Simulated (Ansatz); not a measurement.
# Lattice dynamics at Γ of SiO2 (I-42d)

Perturbation theory with PBEsol in Ansatz 0.2.0 on the PBEsol cell, ground state and force constants on a 6×6×6 mesh. Spin-unpolarised throughout; all numbers are computed.

Space group I-42d (No. 122), tetragonal; a = 4.987 Å, c = 7.340 Å in the conventional setting, 15.21 Å³ an atom. Si has 4 O at 1.62 Å; O has 2 Si at 1.62 Å.

```xyz
6
Lattice="-2.4933 2.4933 3.6701 2.4933 -2.4933 3.6701 2.4933 2.4933 -3.6701" Properties=species:S:1:pos:R:3 pbc="T T T"
Si    0.0000    0.0000    0.0000
Si    0.0000    2.4933    1.8350
O     1.2466    2.9692    2.7525
O     0.4759    1.2466    0.9175
O    -1.2466    2.0174    2.7525
O    -0.4759    3.7399    0.9175
```

Optical modes without the longitudinal term:

| ω (cm⁻¹) | degeneracy | IR intensity, summed over the level ((D/Å)²/amu) |
| --- | --- | --- |
| 131 | 2 | 0.15 |
| 314 | 1 | 0.00 |
| 352 | 1 | 0.00 |
| 406 | 1 | 0.00 |
| 419 | 1 | 8.96 |
| 440 | 2 | 13.72 |
| 751 | 1 | 0.00 |
| 764 | 2 | 5.65 |
| 1053 | 1 | 31.00 |
| 1063 | 2 | 57.56 |
| 1102 | 1 | 0.00 |

All optical modes at Γ are real, from 131 to 1102 cm⁻¹ without the longitudinal term; this says nothing of other wave vectors. With the long-range field the highest mode reaches 1209 cm⁻¹. Of the real levels 6 are infrared active, the strongest at 1063 cm⁻¹.

ε∞: 2.23 along x and y, 2.24 along z. With the ions relaxed, ε⁰ is 3.9 along x and y, 4.1 along z. Born charges, averaged over directions: Si +3.33, O -1.66 e.

For comparison, on the r2SCAN cell the mean ε∞ is 2.15 with r2SCAN (ground state on 6×6×6; least gap 6.56 eV), 2.23 with PBE (ground state on 6×6×6; least gap 5.94 eV).
